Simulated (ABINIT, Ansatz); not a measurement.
**Converging GW for CdSe (Cadmoselite) in ABINIT**

What does each rung of G0W0 on CdSe (Cadmoselite) cost, and what does it buy?

Main program and level: ABINIT 10.8.3; PBE and many-body steps on it, plane waves.

The database entry behind the starting cell differs from later determinations by our own check (inner coordinate of an old entry), so it need not match the best structure at ambient conditions.

## Step 1: The structure

The structure is hexagonal, space group P6_3mc (No. 186). Conventional cell: a = 4.300 Å, b = 4.300 Å, c = 7.020 Å, α = 90.00°, β = 90.00°, γ = 120.00°. Cd has 4 Se at 2.61 to 2.70 Å nearest. Nearest to Se lie 4 Cd at 2.61 to 2.70 Å. Farther neighbours and most contacts between anions are not listed.

The cell and positions come from the Crystallography Open Database and are kept as given unless a step says otherwise.

## Step 2: Empty states on the mesh, 3×3×2 mesh, 415 bands

This step: ABINIT 10.8.3; DFT, PBE, plane waves, norm-conserving pseudopotentials.

The sums over transitions need many empty states on a uniform mesh; this step solves for them.

run.abi

```
acell 3*1.0 Angstrom
rprim 
  4.300000000016 -0.000000000004 0.000000000000
  -2.150000000005 3.723909236288 0.000000000000
  0.000000000000 0.000000000000 7.020000000000
ntypat 2
znucl 48 34
natom 4
typat 1 1 2 2
xred 
  0.333333333333 0.666666666667 0.000000000000
  0.666666666667 0.333333333333 0.500000000000
  0.333333333333 0.666666666667 0.385000000000
  0.666666666667 0.333333333333 0.885000000000
pp_dirpath "pseudos"
pseudos "Cd.upf, Se.upf"
ecut 48
ngkpt 3 3 2
nshiftk 1
shiftk 0 0 0
kptopt 1
chksymbreak 0
iscf -2
irdden 1
istwfk *1
nband 415
nbdbuf 36
tolwfr 1e-09
nstep 60
prtvol 0
indata_prefix "in"
outdata_prefix "out"
tmpdata_prefix "tmp"
```

Command:

```bash
$ OMP_NUM_THREADS=1 mpirun -n 4 abinit run.abi > log
```

Numbers of over 12 decimals in the logs are rounded to 6 here.

Output:

```text
.Version 10.8.3 of ABINIT. v10.8.2 released Aug 2026.

 Symmetries : space group P6_3 m c (#186); Bravais hP (primitive hexag.)
[... echo of the input left out ...]
== DATASET  1 ==================================================================
-   mpi_nproc: 4, omp_nthreads: 1 (-1 if OMP is not activated)

--- !DatasetInfo
iteration_state: {dtset: 1, }
dimensions: {natom: 4, nkpt: 6, mband: 415, nsppol: 1, nspinor: 1, nspden: 1, mpw: 12066, }
cutoff_energies: {ecut:  48.0, pawecutdg:  -1.0, }
[...]
4.44977    4.44977    4.47112    4.49566    4.49566    4.49728    4.49728    4.50096
   4.51032    4.52491    4.53855    4.53855    4.56916    4.56920    4.57701    4.58766
   4.58776    4.62124    4.62565    4.62665    4.65858    4.67960    4.68963
 prteigrs : prtvol=0 or 1, do not print more k-points.

== END DATASET(S) ==============================================================
================================================================================

 -outvars: echo values of variables after computation  --------
            nband         415
             nkpt           6
          spgroup         186
 [... the other variables as echoed above ...]

 Calculation completed.
```

Elapsed: 15 min, on 4 MPI ranks of Intel Xeon Platinum 8375C at 2.90GHz (Ice Lake), shared host; peak memory 0.92 GiB; 59 min of CPU time.

Numbers from this step:

```yaml
gap: 0.6773 eV
k_of_the_valence_top: 0, 0, 0
k_of_the_conduction_bottom: 0, 0, 0
least_direct_gap: 0.6773 eV
k_points_computed: 6
lowest_point_of_the_top_converged_band_above_the_valence_top: 112.1664 eV
```

On this mesh the gap is 0.677 eV.

The density comes from a self-consistent run that is not shown.

## Step 3: Screening, 3×3×2 mesh, 85 bands, screening to 76.2 eV

The RPA dielectric matrix is built and inverted for each q.

This step: RPA screening on PBE, plane waves, norm-conserving pseudopotentials.

run.abi: that of step 2 with these lines changed.

```diff
@@ -22,10 +22,11 @@
 chksymbreak 0
-iscf -2
-irdden 1
 istwfk *1
-nband 415
-nbdbuf 36
-tolwfr 1e-09
-nstep 60
-prtvol 0
+occopt 1
+irdwfk 1
+optdriver 3
+nband 85
+ecuteps 2.8
+inclvkb 2
+awtr 1
+symchi 1
 indata_prefix "in"
```

Output:

```text
.Version 10.8.3 of ABINIT. v10.8.2 released Aug 2026.

 Symmetries : space group P6_3 m c (#186); Bravais hP (primitive hexag.)
[... echo of the input left out ...]
== DATASET  1 ==================================================================
-   mpi_nproc: 4, omp_nthreads: 1 (-1 if OMP is not activated)

--- !DatasetInfo
iteration_state: {dtset: 1, }
dimensions: {natom: 4, nkpt: 6, mband: 85, nsppol: 1, nspinor: 1, nspden: 1, mpw: 12066, }
cutoff_energies: {ecut:  48.0, pawecutdg:  -1.0, }
electrons: {nelect:   8.80000000E+01, charge:   0.00000000E+00, occopt:   1.00000000E+00, tsmear:   1.00000000E-02, }

 SCREENING: Calculation of the susceptibility and dielectric matrices

 Based on a program developped by R.W. Godby, V. Olevano, G. Onida, and L. Reining.
 Incorporated in ABINIT by V. Olevano, G.-M. Rignanese, and M. Torrent.
.Using double precision arithmetic ; gwpc =  8

[... cell and pseudopotentials left out ...]
--------------------------------------------------------------------------------

 ==== K-mesh for the wavefunctions ====
 Number of points in the irreducible wedge :     6
[... list of points left out ...]
 Together with 12 symmetry operations and time-reversal symmetry
 yields    18 points in the full Brillouin Zone.

 ==== Q-mesh for the screening function ====
 Number of points in the irreducible wedge :     6
[... list of points left out ...]
 Together with 12 symmetry operations and time-reversal symmetry
 yields    18 points in the full Brillouin Zone.

 setmesh: FFT mesh size selected  =    27x   27x   54
          total number of points  =        39366

 vcoul_init : cutoff-mode = AUXILIARY_FUNCTION
 q-points for optical limit:   1
     1)      0.000010    0.000020    0.000030

- screening: taking advantage of time-reversal symmetry
- Maximum band index for partially occupied states nbvw = 44
- Remaining bands to be divided among processors   nbcw = 41
- Number of bands treated by each node ~10

 Number of electrons calculated from density =   88.0000; Expected =   88.0000
 average of density, n =  0.116006
 r_s =    1.2720
 omega_plasma =   32.8546 [eV]

 calculating chi0 at frequencies [eV] :
  1    0.000000E+00    0.000000E+00
  2    0.000000E+00    3.285461E+01

--------------------------------------------------------------------------------
  q-point number  1        q = ( 0.000000, 0.000000, 0.000000) [r.l.u.]
--------------------------------------------------------------------------------
[... chi0 elements left out ...]
 For q-point:  0.000010 0.000020 0.000030
  dielectric constant =  49.2521
  dielectric constant without local fields =  51.6998

  Average fulfillment of the sum rule on Im[epsilon] for q-point    1 :     19.80  [%]
[... wings left out ...]
  q-point number  2        q = ( 0.333333, 0.000000, 0.000000) [r.l.u.]
--------------------------------------------------------------------------------
[... chi0 elements left out ...]
  Average fulfillment of the sum rule on Im[epsilon] for q-point    2 :     22.82  [%]

 [... 4 further q-points ...]
```

Run time: 41 s. Hardware: 4 MPI ranks; peak memory 1.7 GiB; 2.7 min of CPU time.

Numbers from this step:

```
ε∞ with local fields, on this mesh, along the program's q direction : 49.25
the same without local fields                                       : 51.70
plasma frequency                                                    : 32.85 eV
plane waves in the screening matrix                                 : 159
```

Local fields lower ε∞ by 5 %. On a Γ-centred mesh this coarse the value itself is usually too large, while a short band sum pulls it down.

## Step 4: 85 bands, 76.2 eV

The self-energy is evaluated for the states that the input lists, and the levels follow from it, in one-shot runs by the linearised quasiparticle equation.

This step: G0W0 on PBE, plane waves, norm-conserving pseudopotentials.

run.abi: that of step 3 with these lines changed.

```diff
@@ -25,8 +25,15 @@
 irdwfk 1
-optdriver 3
+optdriver 4
 nband 85
+gwcalctyp 0
+ecutsigx 48
+symsigma 1
+nkptgw 1
+kptgw 
+  0.0000000000 0.0000000000 0.0000000000
+bdgw 
+  43 46
 ecuteps 2.8
-inclvkb 2
-awtr 1
-symchi 1
+irdscr 1
+ppmodel 1
 indata_prefix "in"
```

Output:

```text
.Version 10.8.3 of ABINIT. v10.8.2 released Aug 2026.

 Symmetries : space group P6_3 m c (#186); Bravais hP (primitive hexag.)
[... echo of the input left out ...]
== DATASET  1 ==================================================================
-   mpi_nproc: 4, omp_nthreads: 1 (-1 if OMP is not activated)

--- !DatasetInfo
iteration_state: {dtset: 1, }
dimensions: {natom: 4, nkpt: 6, mband: 85, nsppol: 1, nspinor: 1, nspden: 1, mpw: 12066, }
cutoff_energies: {ecut:  48.0, pawecutdg:  -1.0, }
electrons: {nelect:   8.80000000E+01, charge:   0.00000000E+00, occopt:   1.00000000E+00, tsmear:   1.00000000E-02, }

 SIGMA: Calculation of the GW corrections

 Based on a program developped by R.W. Godby, V. Olevano, G. Onida, and L. Reining.
 Incorporated in ABINIT by V. Olevano, G.-M. Rignanese, and M. Torrent.
.Using double precision arithmetic ; gwpc =  8

[... cell and pseudopotentials left out ...]
--------------------------------------------------------------------------------

 ==== K-mesh for the wavefunctions ====
 Number of points in the irreducible wedge :     6
[... list of points left out ...]
 Together with 12 symmetry operations and time-reversal symmetry
 yields    18 points in the full Brillouin Zone.

 ==== Q-mesh for screening function ====
 Number of points in the irreducible wedge :     6
[... list of points left out ...]
 Together with 12 symmetry operations and time-reversal symmetry
 yields    18 points in the full Brillouin Zone.

 vcoul_init : cutoff-mode = AUXILIARY_FUNCTION
 q-points for optical limit:   1
     1)      0.000010    0.000020    0.000030
 setmesh: FFT mesh size selected  =    45x   45x   90
          total number of points  =       182250

 Number of electrons calculated from density =   88.0000; Expected =   88.0000
 average of density, n =  0.116006
 r_s =    1.2720
 omega_plasma =   32.8546 [eV]

 === KS Band Gaps ===
  >>>> For spin  1
   Minimum direct gap =   0.6773 [eV], located at k-point      :   0.0000  0.0000  0.0000
   Fundamental gap    =   0.6773 [eV], Top of valence bands at :   0.0000  0.0000  0.0000
                                       Bottom of conduction at :   0.0000  0.0000  0.0000
 SIGMA fundamental parameters:
 PLASMON POLE MODEL  1
 number of plane-waves for SigmaX                12065
 number of plane-waves for SigmaC and W            159
 number of plane-waves for wavefunctions         12065
 number of bands                                    85
 number of independent spin polarizations            1
 number of spinorial components                      1
 number of k-points in IBZ                           6
 number of q-points in IBZ                           6
 number of symmetry operations                      12
 number of k-points in BZ                           18
 number of q-points in BZ                           18
 number of frequencies for dSigma/dE                 9
 frequency step for dSigma/dE [eV]                0.25
 number of omega for Sigma on real axis              0
 max omega for Sigma on real axis  [eV]           0.00
 zcut for avoiding poles [eV]                     0.10

 EPSILON^-1 parameters (SCR file):
 dimension of the eps^-1 matrix on file            159
 dimension of the eps^-1 matrix used               159
 number of plane-waves for wavefunctions         12065
 number of bands                                    85
 number of q-points in IBZ                           6
 number of frequencies                               2
 number of real frequencies                          1
 number of imag frequencies                          1

 matrix elements of self-energy operator (all in [eV])

 Perturbative Calculation

--- !SelfEnergy_ee
iteration_state: {dtset: 1, }
kpoint     : [   0.000,    0.000,    0.000, ]
spin       : 1
KS_gap     :    0.677
QP_gap     :    1.236
Delta_QP_KS:    0.559
data: !SigmaeeData |
     Band     E0 <VxcDFT>   SigX SigC(E0)      Z dSigC/dE  Sig(E)    E-E0       E
       43   4.910 -16.037 -18.551   2.775   0.794  -0.259 -15.829   0.208   5.118
       44   4.910 -16.037 -18.551   2.775   0.794  -0.259 -15.829   0.208   5.118
       45   5.587 -11.851  -8.051  -2.859   0.815  -0.227 -11.084   0.767   6.354
       46   6.999 -11.502  -7.255  -3.126   0.815  -0.227 -10.588   0.914   7.913

== END DATASET(S) ==============================================================
================================================================================

 -outvars: echo values of variables after computation  --------
           etotal      0.0000000000E+00
            nband          85
             nkpt           6
          spgroup         186
 [... the other variables as echoed above ...]

 Calculation completed.
```

Elapsed: 6.3 s, on 4 MPI ranks; peak memory 1.6 GiB.

This step gave:

```yaml
g0w0_gap_on_the_points_computed: 1.236 eV
starting_gap_on_the_mesh: 0.6773 eV
k_of_the_valence_top: 0, 0, 0
k_of_the_conduction_bottom: 0, 0, 0
z_at_the_valence_top: 0.794
z_at_the_conduction_bottom: 0.815
least_direct_g0w0_gap_on_the_computed_points: 1.236 eV
```

The gap on the mesh goes from 0.68 eV to 1.24 eV, a correction of +0.56 eV.

## Step 5: Screening, 3×3×2 mesh, 180 bands, screening to 141.5 eV

This step: RPA screening on PBE, plane waves, norm-conserving pseudopotentials.

run.abi: that of step 4 with these lines changed.

```diff
@@ -25,15 +25,8 @@
 irdwfk 1
-optdriver 4
-nband 85
-gwcalctyp 0
-ecutsigx 48
-symsigma 1
-nkptgw 1
-kptgw 
-  0.0000000000 0.0000000000 0.0000000000
-bdgw 
-  43 46
-ecuteps 2.8
-irdscr 1
-ppmodel 1
+optdriver 3
+nband 180
+ecuteps 5.2
+inclvkb 2
+awtr 1
+symchi 1
 indata_prefix "in"
```

Output:

```text
.Version 10.8.3 of ABINIT. v10.8.2 released Aug 2026.

 Symmetries : space group P6_3 m c (#186); Bravais hP (primitive hexag.)
[... echo of the input left out ...]
== DATASET  1 ==================================================================
-   mpi_nproc: 4, omp_nthreads: 1 (-1 if OMP is not activated)

--- !DatasetInfo
iteration_state: {dtset: 1, }
dimensions: {natom: 4, nkpt: 6, mband: 180, nsppol: 1, nspinor: 1, nspden: 1, mpw: 12066, }
cutoff_energies: {ecut:  48.0, pawecutdg:  -1.0, }
electrons: {nelect:   8.80000000E+01, charge:   0.00000000E+00, occopt:   1.00000000E+00, tsmear:   1.00000000E-02, }

 SCREENING: Calculation of the susceptibility and dielectric matrices

 Based on a program developped by R.W. Godby, V. Olevano, G. Onida, and L. Reining.
 Incorporated in ABINIT by V. Olevano, G.-M. Rignanese, and M. Torrent.
.Using double precision arithmetic ; gwpc =  8

[... cell and pseudopotentials left out ...]
--------------------------------------------------------------------------------

 ==== K-mesh for the wavefunctions ====
 Number of points in the irreducible wedge :     6
[... list of points left out ...]
 Together with 12 symmetry operations and time-reversal symmetry
 yields    18 points in the full Brillouin Zone.

 ==== Q-mesh for the screening function ====
 Number of points in the irreducible wedge :     6
[... list of points left out ...]
 Together with 12 symmetry operations and time-reversal symmetry
 yields    18 points in the full Brillouin Zone.

 setmesh: FFT mesh size selected  =    30x   30x   60
          total number of points  =        54000

 vcoul_init : cutoff-mode = AUXILIARY_FUNCTION
 q-points for optical limit:   1
     1)      0.000010    0.000020    0.000030

- screening: taking advantage of time-reversal symmetry
- Maximum band index for partially occupied states nbvw = 44
- Remaining bands to be divided among processors   nbcw = 136
- Number of bands treated by each node ~34

 Number of electrons calculated from density =   88.0000; Expected =   88.0000
 average of density, n =  0.116006
 r_s =    1.2720
 omega_plasma =   32.8546 [eV]

 calculating chi0 at frequencies [eV] :
  1    0.000000E+00    0.000000E+00
  2    0.000000E+00    3.285461E+01

--------------------------------------------------------------------------------
  q-point number  1        q = ( 0.000000, 0.000000, 0.000000) [r.l.u.]
--------------------------------------------------------------------------------
[... chi0 elements left out ...]
 For q-point:  0.000010 0.000020 0.000030
  dielectric constant =  49.4029
  dielectric constant without local fields =  51.7957

  Average fulfillment of the sum rule on Im[epsilon] for q-point    1 :     40.63  [%]
[... wings left out ...]
  q-point number  2        q = ( 0.333333, 0.000000, 0.000000) [r.l.u.]
--------------------------------------------------------------------------------
[... chi0 elements left out ...]
  Average fulfillment of the sum rule on Im[epsilon] for q-point    2 :     43.77  [%]

 [... 4 further q-points ...]
```

Wall time 2.8 min (4 MPI ranks); peak memory 2.4 GiB.

Numbers from this step:

- ε∞ with local fields, on this mesh, along the program's q direction: 49.40
- the same without local fields: 51.80
- plasma frequency: 32.85 eV
- plane waves in the screening matrix: 403

[end of part 1 of 2]

[Paths, hosts, dates, memory and timing lines, banners, echoed tables and standing remarks are left out of the program output.]

[Logs are printed without paths, hosts, clocks, repeated set-up lines and the standing remarks that a program may print on its own settings, such as how far it seeks lower states.]

[Runs of the session that timed out or met a known fault of the program may be left out.]

[Hosts, paths, dates, database ids (printed as entryN), source tags and the programs' standing remarks are cut or masked in the printed files.]

[G0W0 gaps are taken among the corrected bands and points alone; a level outside them can change the order at an edge.]

[Where Ansatz stands beside ABINIT at settings called matched, ABINIT's density can come from a denser mesh and the files from another edition; pairs whose starting gaps differed by over 0.03 eV were left out, so agreement reads better than it is.]
